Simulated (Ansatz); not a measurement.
System: TlCl (CsCl type), 2 atoms in the cell.

Level of theory: r²SCAN, plane waves, PAW datasets (earlier set, tuned by hand) (Ansatz).

Cutoff 660 eV; k-mesh 6×6×6 Γ-centred; Fermi–Dirac smearing of 0.02 eV; no spin polarisation; no spin–orbit coupling.

```
CELL_PARAMETERS angstrom
3.90000 0.00000 0.00000
0.00000 3.90000 0.00000
0.00000 0.00000 3.90000
ATOMIC_POSITIONS crystal
Tl 0.00000 0.00000 0.00000
Cl 0.50000 0.50000 0.50000
```

Would the cell expand or shrink if it were free to relax?

The pressure is -1.18 GPa, so at these settings the cell is stretched and would shrink.

The stress includes the program's correction for the finite plane-wave basis.

Spin–orbit coupling is left out, which matters for 6p elements such as Tl, Pb and Bi.
